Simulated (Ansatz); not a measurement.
# ZrB2 (AlB2 type): from the first guess to the electronic structure, part 2 of 2

Aim: bring ZrB2 (AlB2 type) to zero pressure, then compute its bands, density of states and charges.

Ansatz 0.2.0; DFT PBE, scalar-relativistic, plane waves, PAW.

**3. A single point with the electronic structure**

input.yaml reads:

```yaml
crystal:
  lattice:
    - [3.1709581027, 0.0, 0.0]
    - [-1.5854790513, 2.7461302713, 0.0]
    - [0.0, 0.0, 3.5427929303]
  atoms:
    - { symbol: Zr, position: [0.0, 0.0, 0.0] }
    - { symbol: B, position: [0.3333333333, 0.6666666667, 0.5] }
    - { symbol: B, position: [0.6666666667, 0.3333333333, 0.5] }
basis:
  ecutwfc: 420
  ecutrho_ratio: 4
kpoints:
  mp_grid: { grid: [12, 12, 10] }
  band_path:
    path:
      - [[0.0, 0.0, 0.0], [0.5, 0.0, 0.0], [0.33333333, 0.33333333, 0.0], [0.0, 0.0, 0.0], [0.0, 0.0, 0.5], [0.5, 0.0, 0.5], [0.33333333, 0.33333333, 0.5], [0.0, 0.0, 0.5]]
      - [[0.5, 0.0, 0.5], [0.5, 0.0, 0.0]]
      - [[0.33333333, 0.33333333, 0.5], [0.33333333, 0.33333333, 0.0]]
    npoints: 14
hamiltonian:
  xc: pbe
scf:
  occupations: { method: gaussian, width: 0.05 }
  n_extra_bands: 12
output:
  forces: true
  stress: true
  eigenvalues: true
  populations: true
  dos: { projected: true, de: 0.02, nscf_kmesh: { grid: [18, 18, 15] } }
  bader: true
  write_density: true
  write_potential: true
  elf: true
  volumetric_format: npy
```

Run with:

```
$ ansatz run input.yaml --threads 2 --pin off --max-ram 2662MiB --backend cpu --events-out ev --progress --plain --runs-dir out
```

What it wrote:

```text
Warning: RAYON_NUM_THREADS=2 ignored (pool sized by the plan → 2); use --threads N
scf.n_extra_bands = 12 over 9 filled bands (N_el = 18.0): the run solves 21 bands
Engine: ansatz 0.2.0, aarch64-unknown-linux-gnu
Pseudopotentials: kind: paw
Pseudopotential: Zr, paw, valence charge 12, recommended cutoff 420 eV (normal), Zr.paw.azcp
Pseudopotential: B, paw, valence charge 3, recommended cutoff 420 eV (normal), B.paw.azcp
Functional definition: PBE
  parameter kappa = 0.804
  parameter beta = 0.06672455060314922
  exchange = pbe_x(kappa = kappa, mu = beta*pi^2/3)
  correlation = pbe_c(beta = beta)
Crystal: 3 atoms, lattice volume = 30.850 Å³
Basis set: ecut = 420 eV, 575 PW (Γ), exchange–correlation on 48×48×48 points (8 copies of the dense FFT grid, shifted against one another)
Bands: 21, of which v1, the nominal top of the filled ones, is band 9 counted from 1 (8 counted from 0)
Symmetry: 24 space group operations
Space group: P6/mmm (ITA 191), of the structure as read, at distance tolerance 3.1e-5 Å
k-points: 114 of 1440
Non-local potential: Zr, projectors of the file, l = 0: 3, l = 1: 2, l = 2: 2, l = 3: 2
Non-local potential: B, projectors of the file, l = 0: 2, l = 1: 2, l = 2: 1
PAW form: soft (Blöchl's): semilocal exchange-correlation on the pseudo side does not see the compensation charge
PAW one-centre angular grid: Zr, 590 points (default); XC on 64 Gauss nodes
PAW one-centre angular grid: B, 110 points (default); XC on 64 Gauss nodes
Initial density: superposition of atomic densities (neutral atoms: chi_scale 0, normalization atom), corrected by the library's trained network
Initial wavefunctions: pseudopotential atomic-orbital guess
Functional: x = pbe(κ = 0.804, μ = 0.2195149727645171), c = pbe(β = 0.06672455060314922)
SCF iter   1: F=—  HF=-4498.722892 eV  |F-HF|=—  |Δ(HF+E_count)|=         —  Δρ=1.58e-3  dr2=6.76e-4  ethr=1.77e-3  ⟨swp⟩=5.1  Hψ=11023  notcnv=0  defer=204
preconditioner: auto → none  [metal: Δε(μ)=0.022 eV  Ē_g=14.419 eV  σ=0.050 eV  W_gap=0.24  n_scr=8 (ndim 8)  ℏωp=21.1 eV  f_vac=0.000  D(μ)=0.49/eV (n_scr^D=0)  sad-step TF]
SCF iter   2: F=—  HF=-4498.722671 eV  |F-HF|=—  |Δ(HF+E_count)|=   2.21e-4  Δρ=9.03e-4  dr2=2.75e-4  ethr=3.76e-6  ⟨swp⟩=1.8  Hψ=3650  notcnv=0  defer=316
SCF iter   3: F=—  HF=-4498.722660 eV  |F-HF|=—  |Δ(HF+E_count)|=   1.11e-5  Δρ=2.59e-4  dr2=2.74e-5  ethr=1.53e-6  ⟨swp⟩=1.9  Hψ=2183  notcnv=0  defer=316
SCF iter   4: F=—  HF=-4498.722666 eV  |F-HF|=—  |Δ(HF+E_count)|=   6.36e-6  Δρ=9.44e-5  dr2=3.15e-6  ethr=1.52e-7  ⟨swp⟩=1.8  Hψ=2274  notcnv=0  defer=316
SCF iter   5: F=—  HF=-4498.722666 eV  |F-HF|=—  |Δ(HF+E_count)|=   3.29e-7  Δρ=2.29e-5  dr2=1.81e-7  ethr=1.75e-8  ⟨swp⟩=2.2  Hψ=2281  notcnv=0  defer=316
SCF iter   6: F=-4498.722666 eV  HF=-4498.722666 eV  |F-HF|=1.84e-8  |Δ(HF+E_count)|=   4.41e-8  Δρ=7.76e-6  dr2=2.55e-8  ethr=5.56e-10  ⟨swp⟩=10.8  Hψ=12318  notcnv=0
SCF 1 converged in 6 iterations: F = -4498.722666 eV  dr2 = 2.55e-8
NSCF: frozen V_eff on 129 k-points
NSCF: frozen V_eff on 296 k-points
SCF converged after 6 iterations
Free energy (F): -4498.722666 eV
Harris-Foulkes:  -4498.722666 eV  (|F-HF|=1.84e-8)
Internal energy: -4498.722052 eV  (E = F + TS)
E sigma→0 (E₀):  -4498.722359 eV
Entropy (-TS):   -0.000614 eV (-0.205 meV/atom)
Fermi energy:    15.844067 eV
--- Per-component energies (eV) ---
  E_band       = -26.274781
  E_kinetic    = 434.896261
  E_local      = -558.261047  (includes V_loc(G=0)·N_el)
  E_nonlocal   = 100.550629
  E_hartree    = 176.516816
  E_xc         = -228.862722
  E_vxc        = -271.227593  (∫ρ·V_xc dr)
  E_paw        = -3110.878362  (= ΣΔE_a)
  E_vpaw       = -85.267185  (= ΣTr[D̂ρ^β])
  E_aug_tail   = 0.000016  (compensation charges beyond the density's cutoff)
  E_ewald      = -1312.683644
  E_smearing   = -0.000614  (= −TS)
  E_closure    = 0.000000  (closes the sum)
  Σ components = -4498.722666   (vs F -4498.722666, Δ=0.00e0)
--- Forces (eV/Å), atoms counted from 1 ---
  atom   1  Zr    -0.00000000     0.00000000     0.00000000
  atom   2  B      0.00000000    -0.00000000     0.00000000
  atom   3  B     -0.00000000     0.00000000     0.00000000
  max |Σ_I F_I| component: 5.55e-17 eV/Å
--- Stress (GPa, compression-positive) ---
       -0.040840      -0.000000       0.000000
       -0.000000      -0.040840       0.000000
        0.000000       0.000000       0.025038
  P = ⅓ Tr σ = -0.0189 GPa (-0.189 kbar)
--- Band table (eV; the first three rows and the last of 114) ---
  k-point 0: bands = ["-32.9024", "-11.0901", "-10.5376", "-10.5376", "3.0206", "13.1323", "13.1323", "13.1557", "13.3717", "19.1214", "19.1214", "19.8751", "19.8751", "20.6071", "20.8917", "20.8917", "23.5422", "24.9497", "31.1352", "31.1352", "33.8333"]
  k-point 1: bands = ["-32.9006", "-11.1253", "-10.5353", "-10.5353", "3.1669", "12.1904", "13.2256", "13.2256", "14.2893", "18.4206", "18.4206", "19.5742", "19.5742", "20.6221", "21.8129", "21.8129", "23.4796", "25.3073", "31.6141", "31.6141", "33.7684"]
  k-point 2: bands = ["-32.8960", "-11.2159", "-10.5291", "-10.5291", "3.5766", "11.0891", "13.5003", "13.5003", "15.2932", "17.4585", "17.4585", "18.8134", "18.8134", "20.6638", "23.3177", "23.4120", "23.4120", "26.3081", "31.3049", "32.8996", "32.8996"]
  k-point 113: bands = ["-32.7550", "-11.1714", "-11.1376", "-11.1376", "7.0102", "7.0102", "10.8089", "13.0681", "13.0681", "19.7853", "21.7135", "21.7135", "22.2610", "22.2610", "22.4590", "25.0142", "25.0142", "27.0245", "31.2255", "31.2255", "32.3620"]
--- Löwdin populations: 3 sites ---
  site symbol       q [e]
     0     Zr     11.2622
     1      B      3.3529
     2      B      3.3529
  spilling = 0.001775 (of n_electrons = 18.000000)
--- Bader charges: 3 sites ---
  site symbol  charge [e]  shift [e]
     0     Zr      1.5570     0.0006
     1      B     -0.7785     0.0003
     2      B     -0.7785     0.0003
  estimated error of the sums over rays = 4.8e-4 e
```

Wall time 20 s (2 threads of Arm Neoverse N1, shared host); peak memory 0.37 GiB.

Read off: volume 10.283 Å³/atom, pressure -0.02 GPa, a metal on this mesh.

Levels next to the Fermi level at the named points, in eV from the Fermi level:

| point | filled | empty |
| --- | --- | --- |
| Γ | -2.71 -2.69 -2.47 | 3.28 3.28 4.03 |
| M | -4.00 -3.15 -2.78 | 2.11 2.19 4.81 |
| K | -7.00 -2.56 -2.56 | 1.45 1.45 3.05 |
| A | -7.06 -1.06 -1.06 | 0.24 0.24 0.67 |
| L | -4.69 -4.22 -2.12 | 3.59 3.97 5.17 |
| H | -5.04 -2.78 -2.78 | 3.94 5.87 5.87 |

Bands that cross the Fermi level on the path (counted from 0), with the number of crossings: 8: 3, 9: 2.

States per cell in windows of 1 eV (zero at the Fermi level), total and by projection:

```csv
from,to,total,Zr 4d,B 2p,B 2s
-7,-6,0.55,0.10,0.31,0.11
-6,-5,0.76,0.14,0.49,0.07
-5,-4,1.23,0.26,0.85,0.05
-4,-3,2.01,0.61,1.27,0.04
-3,-2,1.54,0.64,0.83,0.01
-2,-1,0.83,0.56,0.24,0.00
-1,0,0.27,0.20,0.06,0.00
0,1,0.49,0.35,0.13,0.00
1,2,1.12,0.73,0.31,0.04
2,3,1.27,0.92,0.25,0.05
3,4,1.54,1.10,0.30,0.07
4,5,1.92,1.34,0.33,0.16
5,6,1.36,0.73,0.36,0.18
```

Below -7 eV the file holds 1.7 more states, down to its end at -10 eV.

Density in a lattice plane of the grid's cell (edges 3.17 and 3.17 Å, at 0.500 of the third edge), which holds B.

Values in e/Å³, 12 rows by 12 columns:
```
0.17 0.20 0.28 0.41 0.59 0.73 0.74 0.59 0.41 0.28 0.20 0.17
0.22 0.28 0.40 0.57 0.70 0.74 0.72 0.57 0.40 0.28 0.22 0.20
0.32 0.41 0.57 0.67 0.54 0.54 0.67 0.57 0.41 0.32 0.28 0.28
0.47 0.59 0.70 0.54 0.32 0.53 0.72 0.60 0.48 0.41 0.40 0.41
0.64 0.73 0.74 0.54 0.53 0.73 0.74 0.65 0.60 0.57 0.57 0.59
0.72 0.74 0.72 0.67 0.72 0.74 0.72 0.74 0.72 0.67 0.72 0.74
0.64 0.59 0.57 0.57 0.60 0.65 0.74 0.73 0.53 0.54 0.74 0.73
0.47 0.41 0.40 0.41 0.48 0.60 0.72 0.53 0.32 0.54 0.70 0.59
0.32 0.28 0.28 0.32 0.41 0.57 0.67 0.54 0.54 0.67 0.57 0.41
0.22 0.20 0.22 0.28 0.40 0.57 0.72 0.74 0.70 0.57 0.40 0.28
0.17 0.17 0.20 0.28 0.41 0.59 0.74 0.73 0.59 0.41 0.28 0.20
0.15 0.17 0.22 0.32 0.47 0.64 0.72 0.64 0.47 0.32 0.22 0.17
```
Columns run along the first of these edges and rows up along the second, over one cell in 12 and 12 even steps from the bottom left corner. Atoms in the plane (fractional): B at (0.33, 0.67), B at (0.67, 0.33).

ELF in the same plane.

Ten even steps from '0' (0.01) to '9' (0.87):
```
122345678999998876543221
223456677888887765433222
334556666556666665443322
455665543223456665544334
566764210001246766554445
777753100001467777665566
888752000013678887666677
998742000136899987666788
998742112468999876556789
998753235789998753235789
998765567899986421124789
988766678999863100024789
877666678887631000025788
766556677776410000135777
554445566764210001246766
443344556665432234556655
322334456666665566665543
222233456778888877665432
112234567889999987654322
112234578999999987543221
```
Columns run along the first of these edges and rows up along the second, over one cell in 24 and 20 even steps from the bottom left corner. Atoms in the plane (fractional): B at (0.33, 0.67), B at (0.67, 0.33).

Both are smooth fields of the valence electrons: close to the nuclei they are not physical.

The highest ELF values outside the cores: 0.87 on the B–B line, 0.9 Å from B; 0.69 beside B, off the lines to its neighbours, 0.8 Å from B.

ELF in the plane through atom 1 (Zr) and two of its nearest B neighbours, 7.2 Å on a side, that atom in the middle and its first bond to the right.

Values, 10 rows by 13 columns:
```
0.13 0.13 0.23 0.16 0.35 0.54 0.66 0.79 0.14 0.30 0.51 0.34 0.67
0.14 0.80 0.42 0.76 0.21 0.63 0.08 0.64 0.76 0.60 0.47 0.20 0.23
0.16 0.70 0.79 0.58 0.16 0.55 0.44 0.66 0.50 0.21 0.28 0.61 0.64
0.40 0.34 0.24 0.19 0.15 0.13 0.16 0.22 0.37 0.42 0.56 0.75 0.07
0.58 0.55 0.25 0.56 0.14 0.75 0.65 0.76 0.19 0.68 0.27 0.70 0.79
0.79 0.70 0.27 0.68 0.19 0.76 0.65 0.75 0.14 0.56 0.25 0.55 0.58
0.07 0.75 0.56 0.42 0.37 0.22 0.16 0.13 0.15 0.19 0.24 0.34 0.40
0.64 0.61 0.28 0.21 0.50 0.66 0.44 0.55 0.16 0.58 0.79 0.70 0.16
0.23 0.20 0.47 0.60 0.76 0.64 0.08 0.63 0.21 0.76 0.42 0.80 0.14
0.67 0.34 0.51 0.30 0.14 0.79 0.66 0.54 0.35 0.16 0.23 0.13 0.13
```
Atoms in the plane (Å from the middle): B (-0.1, -2.5), B (-2.5, 0.0), Zr (2.5, -2.5), B (2.5, 0.0), Zr (0.0, 0.0), B (0.1, 2.5), Zr (-2.5, 2.5).

**4. Summary of results**

This closing draws on all 2 parts.

| quantity | value |
| --- | --- |
| space group | P6/mmm (No. 191) |
| conventional cell | a = 3.171 Å, b = 3.171 Å, c = 3.543 Å, α = 90.00°, β = 90.00°, γ = 120.00° |
| volume | 10.283 Å³/atom |
| pressure | -0.02 GPa |
| gap | none (metal) |
| states at the Fermi level | about 0.28 (mean within 0.5 eV; 0.22 at the level itself) per eV per cell |
| Bader charges | Zr +1.56; B -0.78 e |
| highest ELF outside the cores | 0.87, about 0.9 Å from B |

In words: The volume stayed near 10.28 Å³/atom, where the pressure is zero within 0.02 GPa. There is no gap at this level of theory, though with only 0.2 states per eV per cell at the Fermi level; the largest share of the states at the Fermi level is Zr 4d (74 % of the projected weight, then B 2p with 25 %). Zr gives up the most charge, +1.56 e by Bader's partition. A measured lattice constant a of ZrB2 is 3.167 Å (ceramic; “Chemical Bonding in Epitaxial ZrB2 Studied by X-ray Spectroscopy”, 2018, arxiv:1801.08663); the calculated 3.171 Å misses it by +0.1 %. The calculation is for 0 K without zero-point motion. Against the measured lattice constant c of ZrB2, 3.531 Å (ceramic; “Chemical Bonding in Epitaxial ZrB2 Studied by X-ray Spectroscopy”, 2018, arxiv:1801.08663), the calculated 3.543 Å is off by +0.3 %.
